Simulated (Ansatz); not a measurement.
# SnTe (rocksalt type): the cost of one run

Method: DFT, PBE, PAW with Ansatz's default frozen-core files, scalar-relativistic, in Ansatz 0.2.0.

### Step 1. The starting structure

Symmetry: Fm-3m, No. 225, cubic system. Conventional cell: a = 5.783 Å, b = 5.783 Å, c = 5.783 Å, α = 90.00°, β = 90.00°, γ = 90.00°. Around Sn (site symmetry m-3m) lie 6 Te at 2.89 Å. Te (site symmetry m-3m) has 6 Sn at 2.89 Å as nearest neighbours.

As a file:

```cif
data_structure
_symmetry_space_group_name_H-M 'Fm-3m'
_symmetry_Int_Tables_number 225
_cell_length_a 5.7833
_cell_length_b 5.7833
_cell_length_c 5.7833
_cell_angle_alpha 90.000
_cell_angle_beta 90.000
_cell_angle_gamma 90.000
_cell_volume 193.43
loop_
_atom_site_label
_atom_site_type_symbol
_atom_site_symmetry_multiplicity
_atom_site_Wyckoff_symbol
_atom_site_fract_x
_atom_site_fract_y
_atom_site_fract_z
_atom_site_occupancy
Sn1 Sn 4 a 0.00000 0.00000 0.00000 1
Te1 Te 4 b 0.50000 0.00000 0.00000 1
```

The file gives the conventional cell by its symmetry; the runs use the cell typed in the input.

Atoms are numbered in the order of the input: Sn1, Te2.

### Step 2. Cell relaxed at zero pressure, PAW

input.yaml reads:

```yaml
crystal:
  lattice:
    - [0.0, 2.8916353749, 2.8916353749]
    - [2.8916353749, 0.0, 2.8916353749]
    - [2.8916353749, 2.8916353749, 0.0]
  atoms:
    - { symbol: Sn, position: [0.0, 0.0, 0.0] }
    - { symbol: Te, position: [0.5, 0.5, 0.5] }
kpoints:
  mp_grid: { grid: [12, 12, 12] }
scf:
  occupations: { method: fermi_dirac, width: 0.08 }
hamiltonian:
  xc: pbe
  pseudopotentials: { kind: paw }
output:
  forces: true
  stress: true
  write_density: true
  write_potential: true
  elf: true
  volumetric_format: npy
relax:
  f_tol: 0.005
  max_steps: 40
  cell: {}
```

Command:

```bash
$ ansatz run input.yaml --threads 1 --pin off --max-ram 3584MiB --backend cpu --events-out ev --progress --plain --runs-dir out
```

**Question.** How long does this run take on 1 thread of Intel Xeon Platinum 8488C (Sapphire Rapids), shared host, and how much memory does it need?

About 23 s, with a peak of 0.42 GiB.
